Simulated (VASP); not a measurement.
Level of theory: PBE GGA, VASP's PBE PAW potentials (set 64) (plane waves; VASP 6.6.1).

VASP input:

INCAR:
```
ALGO = Normal
EDIFF = 1E-7
ENCUT = 520
GGA = PE
ISIF = 2
ISMEAR = 0
LASPH = .TRUE.
LCHARG = .FALSE.
LMAXMIX = 4
LREAL = .FALSE.
LWAVE = .FALSE.
NELM = 100
PREC = Accurate
SIGMA = 0.05
SYSTEM = NaBr
```

POSCAR:
```
NaBr
1.0
  0.0000000000   3.0779504129   3.0779504129
  3.0779504129   0.0000000000   3.0779504129
  3.0779504129   3.0779504129   0.0000000000
Na Br
1 1
Direct
  0.0000000000   0.0000000000   0.0000000000
  0.5000000000   0.5000000000   0.5000000000
```

KPOINTS:
```
Automatic mesh
0
Gamma
8 8 8
0 0 0
```

POTCAR, in this order: Na_pv Br (PBE.64 set). Program: vasp_std.

The resulting files:

OSZICAR:
```
       N       E                     dE             d eps       ncg     rms          rms(c)
DAV:   1     0.880119087021E+02    0.88012E+02   -0.70204E+03   638   0.118E+03
DAV:   2     0.180241641609E+01   -0.86209E+02   -0.80801E+02   741   0.250E+02
DAV:   3    -0.607422396203E+01   -0.78766E+01   -0.78332E+01   776   0.761E+01
DAV:   4    -0.624823383804E+01   -0.17401E+00   -0.17377E+00   727   0.129E+01
DAV:   5    -0.625103832197E+01   -0.28045E-02   -0.28040E-02   748   0.155E+00    0.165E+00
DAV:   6    -0.611793718623E+01    0.13310E+00   -0.22218E-01   722   0.296E+00    0.100E+00
DAV:   7    -0.610509062917E+01    0.12847E-01   -0.95866E-02   733   0.191E+00    0.566E-01
DAV:   8    -0.610951087178E+01   -0.44202E-02   -0.75288E-03   668   0.850E-01    0.117E-01
DAV:   9    -0.610948789134E+01    0.22980E-04   -0.12866E-04   773   0.114E-01    0.658E-02
DAV:  10    -0.610956049547E+01   -0.72604E-04   -0.14474E-04   668   0.106E-01    0.156E-02
DAV:  11    -0.610956009633E+01    0.39914E-06   -0.80685E-06   710   0.286E-02    0.272E-03
DAV:  12    -0.610956066620E+01   -0.56987E-06   -0.57803E-07   698   0.804E-03    0.543E-04
DAV:  13    -0.610956073986E+01   -0.73659E-07   -0.11649E-07   680   0.268E-03
   1 F= -.61095607E+01 E0= -.61095607E+01  d E =-.143236E-12
```

### OUTCAR
```
------------------------ aborting loop because EDIFF is reached ----------------------------------------
  FORCE on cell =-STRESS in cart. coord.  units (eV):
  Direction    XX          YY          ZZ          XY          YZ          ZX
  --------------------------------------------------------------------------------------
  Total       -0.3644377     -0.3644377     -0.3644377      0.0000000      0.0000000     -0.0000000
  in kB      -10.0119579    -10.0119579    -10.0119579      0.0000000      0.0000000     -0.0000000
  external PRESSURE =     -10.0119579 kB  Pullay stress =       0.0000000 kB
  volume of cell :       58.32
      direct lattice vectors                 reciprocal lattice vectors
     0.000000000  3.077950413  3.077950413    -0.162445762  0.162445762  0.162445762
     3.077950413  0.000000000  3.077950413     0.162445762 -0.162445762  0.162445762
     3.077950413  3.077950413  0.000000000     0.162445762  0.162445762 -0.162445762
 POSITION                                       TOTAL-FORCE (eV/Angst)
 -----------------------------------------------------------------------------------
      0.00000      0.00000      0.00000         0.000000     -0.000000      0.000000
      3.07795      3.07795      3.07795         0.000000      0.000000     -0.000000
 -----------------------------------------------------------------------------------
    total drift:                                0.000000     -0.000000     -0.000000
  FREE ENERGIE OF THE ION-ELECTRON SYSTEM (eV)
  ---------------------------------------------------
  free  energy   TOTEN  =        -6.1095607399 eV

  energy  without entropy=       -6.1095607399  energy(sigma->0) =       -6.10956074
```
(Selected blocks of OUTCAR.)

File OUTCAR:
```
 val. band max:       -1.2206994013   @ k =   0.0000   0.0000   0.0000

 cond. band min:       2.6876040095   @ k =   0.0000   0.0000   0.0000


 Fermi energy:        -0.9922694516

 k-point     1 :       0.0000    0.0000    0.0000
  band No.  band energies     occupation
      1     -22.9446      2.00000
      2     -22.9446      2.00000
      3     -22.9446      2.00000
      4     -13.8328      2.00000
      5      -1.2207      2.00000
      6      -1.2207      2.00000
      7      -1.2207      2.00000
      8       2.6876      0.00000
      9       8.5306      0.00000
     10       8.5306      0.00000
     11       8.5306      0.00000

 k-point     2 :       0.1250    0.0000    0.0000
  band No.  band energies     occupation
      1     -22.9460      2.00000
      2     -22.9447      2.00000
      3     -22.9447      2.00000
      4     -13.8033      2.00000
      5      -1.5850      2.00000
      6      -1.2556      2.00000
      7      -1.2556      2.00000
      8       3.1791      0.00000
      9       8.0262      0.00000
     10       8.6829      0.00000
     11       8.6830      0.00000

 k-point     3 :       0.2500    0.0000    0.0000
  band No.  band energies     occupation
      1     -22.9493      2.00000
      2     -22.9449      2.00000
      3     -22.9449      2.00000
      4     -13.7306      2.00000
      5      -2.2651      2.00000
      6      -1.3371      2.00000
      7      -1.3371      2.00000
      8       4.1225      0.00000
      9       7.5186      0.00000
     10       8.6125      0.00000
     11       8.6125      0.00000

 k-point     4 :       0.3750    0.0000    0.0000
  band No.  band energies     occupation
      1     -22.9527      2.00000
      2     -22.9452      2.00000
      3     -22.9452      2.00000
      4     -13.6557      2.00000
      5      -2.8026      2.00000
      6      -1.4150      2.00000
      7      -1.4150      2.00000
      8       4.7260      0.00000
      9       7.6829      0.00000
...
```

The compound is NaBr in the rock salt structure. This cell is one point of a volume scan, at 1.06 of the reference volume.
